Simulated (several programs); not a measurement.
# What each method gives for SnSe (h-MgO type)

SnSe, h-MgO type, relaxed with r2SCAN in Ansatz, was computed with several methods. The symmetry is P6_3/mmc (No. 194, hexagonal); conventional cell a = 5.064 Å, c = 6.073 Å, 33.73 Å³ an atom. Sn has 5 Se at 2.92–3.04 Å; Se has 5 Sn at 2.92–3.04 Å. No spin polarisation. The prototype was imposed, so other structures may be more stable.

Space group P6_3/mmc (No. 194). a = 5.064 Å, b = 5.064 Å, c = 6.073 Å, α = 90.00°, β = 90.00°, γ = 120.00°
```
atom  site  symmetry       x       y       z
  Sn    2c      -6m2  0.3333  0.6667  0.2500
  Se    2d      -6m2  0.6667  0.3333  0.2500
```

Gaps and times are for a single point on this cell; volume and bulk modulus come from each method's own relaxation or energy curve at fixed shape, which is too stiff where a cell has free coordinates or axes. Times are rough, from shared hosts (Arm Neoverse V1; Intel Xeon Processor @ 2.70GHz), and each method has its own mesh and cell size. A double dagger marks a value from a curve with shape and coordinates held. A star marks a curve whose lowest point is an end point. PM6 (MOPAC), PM7 (MOPAC), GFN1-xTB (tblite) treat a cluster of cells at its zone centre, which samples few k points: where these miss a band edge, the gap comes out too large for that reason alone. Gaps from k meshes are read at a limited set of points (mesh, symmetry points, PBE's band edges), so each method's own least gap may be somewhat smaller. xTB and the PM methods were fitted mostly to molecules, and can miss a solid's gap by electronvolts. Minimal bases can be far off for gaps. Times of the plane-wave ladder aren't listed, since it ran on unlike processors and cards. GLLB-SC's gap includes the derivative discontinuity. G0W0 is at finite bands, cutoff and mesh. d marks a direct gap, i an indirect one (no mark: not told apart), a dash a value that wasn't computed or didn't pass its checks.

```csv
method,kind,gap (eV),own volume (Å³/atom),bulk modulus (GPa),atoms computed,processor time
PBEsol,semilocal,–,32.73,–,4,–
PM7 (MOPAC),semi-empirical,6.18,–,–,cluster,0.83 s
PM6 (MOPAC),semi-empirical,4.50,–,–,cluster,1.2 s
GFN1-xTB (tblite),tight binding,2.10,–,–,cluster,1.4 s
light PBE (260 eV and a coarse mesh),light plane-wave,0.41 d,–,–,4,1.8 s
PBE/SZV (CP2K),small basis,0.35 d,37.07*‡,40*‡,4,7.7 s
PBE,semilocal,0.41 d,34.49,37‡,4,–
LDA,semilocal,0.36 d,–,–,4,–
PBE/single zeta (GPAW),small basis,0.38 d,–,–,4,15 s
PBE/DZVP (CP2K),small basis,0.41 d,34.85‡,37‡,4,16 s
r2SCAN,semilocal,0.58 d,33.73,40‡,4,–
PBE+SOC,semilocal,0.24 d,–,–,4,–
GLLB-SC (GPAW),model potential,0.93,–,–,4,2 min
G0W0@PBE (80 eV screening cutoff),many-body,0.53,–,–,4,–
HSE06,hybrid,0.76 d,–,–,4,–
PBE0,hybrid,1.32 d,–,–,4,–
```

Against HSE06 (0.76 eV) and with closed or daggered gaps left aside, the nearest gap at the points sampled is that of GLLB-SC (GPAW) (+0.17 eV) and the farthest that of PM7 (MOPAC) (+5.42 eV). HSE06 is only a yardstick of convenience, and nearness to it can be luck.

Volumes against r2SCAN's: PBEsol -3.0 %, PBE +2.3 %.

Runs without a result: GFN2-xTB (tblite) (single point).

Only the rows marked +SOC include spin-orbit coupling.
